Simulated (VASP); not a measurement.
# Tm in VASP: further runs, part 2 of 2

VASP 6.6.1.

**3. Single point, PBE, collinear spin, ferromagnetic start**

File INCAR:

```
SYSTEM = Tm
PREC = Accurate ; ENCUT = 350
EDIFF = 1E-6 ; ISMEAR = -1
SIGMA = 0.1 ; LREAL = .FALSE.
LASPH = .TRUE. ; NELM = 100
ALGO = Normal ; ISIF = 2
LWAVE = .FALSE. ; LCHARG = .FALSE.
ISPIN = 2 ; MAGMOM = 2
LORBIT = 11 ; LMAXMIX = 6
GGA = PE ; NBANDS = 22
ADDGRID = .FALSE.
```

File KPOINTS:

```
regular mesh
0
G
  7 7 7
  0 0 0
```

File POSCAR:

```
Tm
1.0
   -1.8621100000      1.9916120000      1.9516370000
    1.9655340000     -2.0016460000      2.0650950000
    1.8577320000      1.9972680000     -1.9616710000
Tm
1
Direct
   -0.0415270000     -0.0161680000     -0.0347540000
```

Potentials or basis: VASP PAW PBE potentials, release 64 (Tm).

On the command line:

```sh
> cat potpaw_PBE.64/Tm/POTCAR > POTCAR
> mpirun -np 1 vasp_std > vasp.out
```

OUTCAR:

```text
SYSTEM = Tm
   PREC = Accurate
   ENCUT = 350
   EDIFF = 1E-6
   ISMEAR = -1
   LREAL = .FALSE.
   LASPH = .TRUE.
   NELM = 100
   ISIF = 2
   ISPIN = 2
   LORBIT = 11
   GGA = PE

 Found    172 irreducible k-points:

 Following reciprocal coordinates:
            Coordinates               Weight
  0.000000  0.000000  0.000000      1.000000
  0.142857 -0.000000  0.000000      2.000000
  0.285714  0.000000 -0.000000      2.000000
  0.428571 -0.000000  0.000000      2.000000
  0.000000  0.142857 -0.000000      2.000000
  0.142857  0.142857  0.000000      2.000000
   k-points           NKPTS =    172   k-points in BZ     NKDIM =    172   number of bands    NBANDS=     22
   number of dos      NEDOS =    301   number of ions     NIONS =      1
   total plane-waves  NPLWV =  11520
   dimension x,y,z NGX =    20 NGY =   24 NGZ =   24
   dimension x,y,z NGXF=    40 NGYF=   48 NGZF=   48
   ions per type =               1
   NGX,Y,Z   is equivalent  to a cutoff of   9.92, 11.45, 11.88 a.u.
   NGXF,Y,Z  is equivalent  to a cutoff of  19.83, 22.91, 23.75 a.u.
 SYSTEM =  Tm
   PREC   = accura    normal or accurate (medium, high low for compatibility)
   ISTART =      0    job   : 0-new  1-cont  2-samecut
   ICHARG =      2    charge: 1-file 2-atom 10-const
   ISPIN  =      2    spin polarized calculation?
   LNONCOLLINEAR =      F non collinear calculations
   LSORBIT =      F    spin-orbit coupling
   LASPH  =      T    aspherical Exc in radial PAW
   ENCUT  =  350.0 eV  25.72 Ry    5.07 a.u.   5.11  5.31  5.13*2*pi/ulx,y,z
   NELM   =    100;   NELMIN=  2; NELMDL= -5     # of ELM steps
   EDIFF  = 0.1E-05   stopping-criterion for ELM
   LREAL  =      F    real-space projection
   EDIFFG = 0.1E-04   stopping-criterion for IOM
   NSW    =      0    number of steps for IOM
   IBRION =     -1    ionic relax: 0-MD 1-quasi-New 2-CG
   NFREE  =      0    steps in history (QN), initial steepest desc. (CG)
   ISIF   =      2    stress and relaxation
   ISYM   =      2    0-nonsym 1-usesym 2-fastsym
   POTIM  = 0.5000    time-step for ionic-motion
   TEBEG  =    0.0;   TEEND  =   0.0 temperature during run
   PSTRESS=    0.0 pullay stress
   NELECT =      23.0000    total number of electrons
   NUPDOWN=      -1.0000    fix difference up-down
   EMIN   =  10.00;   EMAX   =-10.00  energy-range for DOS
   EFERMI =   0.00;   METHOD = LEGACY
   ISMEAR =    -1;   SIGMA  =   0.10  broadening in eV -4-tet -1-fermi 0-gaus
   EFERMI_NEDOS =   21; number of points for ismear=-14 and -15
   IALGO  =     38    algorithm
   IMIX   =      4    mixing-type and parameters
     AMIX     =   0.40;   BMIX     =  1.00
     AMIX_MAG =   1.60;   BMIX_MAG =  1.00
  volume/ion in A,a.u.               =      30.61       206.55
  Fermi-wavevector in a.u.,A,eV,Ry     =   1.488367  2.812605 30.140106  2.215235
  Thomas-Fermi vector in A             =   2.601410
   LORBIT       =     11    0 simple, 1 ext, 2 COOP (PROOUT), +10 PAW based schemes
   GGA     = PE    functional components
   LHFCALC =     F    Hartree Fock is set to
   AEXX    =    0.0000 exact exchange contribution
   IVDW    =     0    specifies the selected vdW correction
   LEPSILON=     F    determine dielectric tensor
   LRPA    =     F    only Hartree local field effects (RPA)
 spin polarized calculation
  energy-cutoff  :      350.00
  volume of cell :       30.61
 maximum number of plane-waves:       464
   NGX = 11   NGY = 11   NGZ = 11

 number of electron      23.0000000 magnetization       1.1655173

 Free energy of the ion-electron system (eV)
  ---------------------------------------------------
  ext. energy  EPLUGINS =         0.00000000
  ---------------------------------------------------
  free energy    TOTEN  =        -4.10471234 eV

  energy without entropy =       -3.88530276  energy(sigma->0) =       -3.99500755

 E-fermi :   2.2719     XC(G=0): -10.1957

 val. band max:        2.2718672429   @ k =   0.2857   0.0000   0.4286
 cond. band min:       2.2724937047   @ k =  -0.1429  -0.4286   0.2857
 fundamental gap:      0.0006264618
 Fermi energy:         2.2719194485

 spin component 1

 k-point     1 :       0.0000    0.0000    0.0000
  band No.  band energies     occupation
      1     -48.2039      1.00000
      2     -21.1621      1.00000
      3     -21.1399      1.00000
      4     -21.1145      1.00000
      5      -3.0372      1.00000
      6       0.6719      1.00000
[... 14 lines left out ...]
     21      21.1323      0.00000
     22      21.5553      0.00000

 k-point     2 :       0.1429   -0.0000    0.0000
  band No.  band energies     occupation
      1     -48.1956      1.00000
      2     -21.2633      1.00000
      3     -21.1788      1.00000
      4     -21.1324      1.00000
      5      -2.4674      1.00000
      6       0.6870      1.00000
[... 14 lines left out ...]
     21      18.0465      0.00000
     22      18.5711      0.00000

 k-point     3 :       0.2857    0.0000   -0.0000
  band No.  band energies     occupation
      1     -48.1768      1.00000
      2     -21.5332      1.00000
      3     -21.2514      1.00000
      4     -21.1320      1.00000
      5      -1.0489      1.00000
      6       0.7210      1.00000
[... 14 lines left out ...]
     21      18.5262      0.00000
     22      18.9698      0.00000

 k-point     4 :       0.4286   -0.0000    0.0000
  band No.  band energies     occupation
      1     -48.1617      1.00000
      2     -21.7401      1.00000
      3     -21.3104      1.00000
      4     -21.1286      1.00000
      5       0.2055      1.00000
      6       0.7396      1.00000
[... 14 lines left out ...]
     21      18.8370      0.00000
     22      20.8494      0.00000

 k-point     5 :       0.0000    0.1429   -0.0000
  band No.  band energies     occupation
      1     -48.1970      1.00000
      2     -21.2711      1.00000
      3     -21.1707      1.00000
      4     -21.1186      1.00000
      5      -2.4781      1.00000
      6       0.6787      1.00000
[... 14 lines left out ...]
     21      18.5446      0.00000
     22      19.4168      0.00000

 k-point     6 :       0.1429    0.1429    0.0000
  band No.  band energies     occupation
      1     -48.1845      1.00000
      2     -21.4232      1.00000
      3     -21.2279      1.00000
      4     -21.1477      1.00000
      5      -1.4830      1.00000
      6       0.7057      1.00000
[... 14 lines left out ...]
     21      17.3401      0.00000
     22      18.7147      0.00000

 [... further k-points ...]

 spin component 2

 k-point     1 :       0.0000    0.0000    0.0000
  band No.  band energies     occupation
      1     -47.6665      1.00000
      2     -20.7902      1.00000
      3     -20.7681      1.00000
      4     -20.7441      1.00000
      5      -3.1227      1.00000
      6       1.8136      0.98989
[... 14 lines left out ...]
     21      21.0631      0.00000
     22      21.5702      0.00000

 k-point     2 :       0.1429   -0.0000    0.0000
  band No.  band energies     occupation
      1     -47.6578      1.00000
      2     -20.8981      1.00000
      3     -20.8088      1.00000
      4     -20.7614      1.00000
      5      -2.5476      1.00000
      6       1.7773      0.99294
[... 14 lines left out ...]
     21      17.9781      0.00000
     22      18.5485      0.00000

 k-point     3 :       0.2857    0.0000   -0.0000
  band No.  band energies     occupation
      1     -47.6380      1.00000
      2     -21.1813      1.00000
      3     -20.8849      1.00000
      4     -20.7604      1.00000
      5      -1.1195      1.00000
      6       1.7141      0.99623
[... 14 lines left out ...]
     21      18.4589      0.00000
     22      19.0274      0.00000

 k-point     4 :       0.4286   -0.0000    0.0000
  band No.  band energies     occupation
      1     -47.6222      1.00000
      2     -21.3976      1.00000
      3     -20.9464      1.00000
      4     -20.7570      1.00000
      5       0.1428      1.00000
      6       1.6772      0.99739
[... 14 lines left out ...]
     21      18.7763      0.00000
     22      20.8019      0.00000

 k-point     5 :       0.0000    0.1429   -0.0000
  band No.  band energies     occupation
      1     -47.6592      1.00000
      2     -20.9052      1.00000
      3     -20.8002      1.00000
      4     -20.7485      1.00000
      5      -2.5578      1.00000
      6       1.7784      0.99286
[... 14 lines left out ...]
     21      18.5067      0.00000
     22      19.3951      0.00000

 k-point     6 :       0.1429    0.1429    0.0000
  band No.  band energies     occupation
      1     -47.6461      1.00000
      2     -21.0653      1.00000
      3     -20.8607      1.00000
      4     -20.7781      1.00000
      5      -1.5549      1.00000
      6       1.7343      0.99539
[... 14 lines left out ...]
     21      17.3744      0.00000
     22      18.6434      0.00000

 [... further k-points ...]

------------------------ aborting loop because EDIFF is reached ----------------------------------------

  FORCE on cell =-STRESS in cart. coord.  units (eV):
  Direction    XX          YY          ZZ          XY          YZ          ZX
  --------------------------------------------------------------------------------------
  -------------------------------------------------------------------------------------
  Total        0.5395731      0.4034262      0.3376881      0.0008489      0.0339915     -0.3693108
  in kB       28.2447899     21.1179675     17.6768090      0.0444361      1.7793373    -19.3321450
  external PRESSURE =      22.3465221 kB  Pullay stress =       0.0000000 kB

 VOLUME and BASIS-vectors are now :
 -----------------------------------------------------------------------------
  energy-cutoff  :      350.00
  volume of cell :       30.61
      direct lattice vectors                 reciprocal lattice vectors
    -1.862110000  1.991612000  1.951637000    -0.006468339  0.251318090  0.249752960
     1.965534000 -2.001646000  2.065095000     0.255000420  0.000889619  0.242395002
     1.857732000  1.997268000 -1.961671000     0.262009400  0.250969113 -0.006119362

 POSITION                                       TOTAL-FORCE (eV/Angst)
 -----------------------------------------------------------------------------------
      1.94214      1.86748      2.00880         0.000000      0.000000      0.000000
 -----------------------------------------------------------------------------------
    total drift:                                0.000061     -0.000013      0.000015

  FREE ENERGIE OF THE ION-ELECTRON SYSTEM (eV)
  ---------------------------------------------------
  free  energy   TOTEN  =        -4.1047123427 eV

  energy  without entropy=       -3.8853027634  energy(sigma->0) =       -3.99500755

 total charge

# of ion       s       p       d       f       tot
--------------------------------------------------
    1        2.216   5.927   0.393  12.517  21.053

 magnetization (x)

# of ion       s       p       d       f       tot
--------------------------------------------------
    1        0.004  -0.029  -0.024   1.278   1.229
```

stdout:

```text
POSCAR found type information on POSCAR Tm
 POSCAR found :  1 types and       1 ions
 scaLAPACK will be used
 LDA part: xc-table for (Slater+PW92), standard interpolation
 POSCAR, INCAR and KPOINTS ok, starting setup
 FFT: planning ... GRIDC
 FFT: planning ... GRID_SOFT
 FFT: planning ... GRID
 WAVECAR not read
 entering main loop
```

Run time: 4 min. Hardware: 1 thread of AMD EPYC 9R45 (Zen 5), shared host; peak memory 0.2 GiB.

The run converged, but some of its settings lie outside the range that counts as converged, so its numbers aren't taken as properties of the crystal.

What came out:

* Free energy: -4.1047 eV
* Band gap on the k mesh: none (metal or under the smearing width)
* Net moment: 1.17 μB per cell
* Site moments: Tm +1.23 μB
* Valence electrons inside the program's atomic spheres: Tm 21.05

Caveat: the cutoff is under 1.25 times the usual one of these potentials, so pressure, stress and relaxed cells hold a basis-set (Pulay) error; the magnetic or orbital state may not be the lowest; spin-orbit coupling is left out, which moves the levels of the heavy elements.

**4. The reference run**

An earlier run on the cell as given: functional PBE; potentials or basis VASP PAW PBE potentials, release 64 (Tm); cutoff 520 eV; k mesh 10 × 10 × 10; occupations fermi-dirac, width 0.05 eV; collinear spin, ferromagnetic start; starting moments [2.0] μB.

* Pressure: 2.8 GPa
* Band gap on the k mesh: none (metal or under the smearing width)
* Net moment: 1.14 μB per cell
* Site moments: Tm +1.22 μB
* Valence electrons inside the program's atomic spheres: Tm 21.06
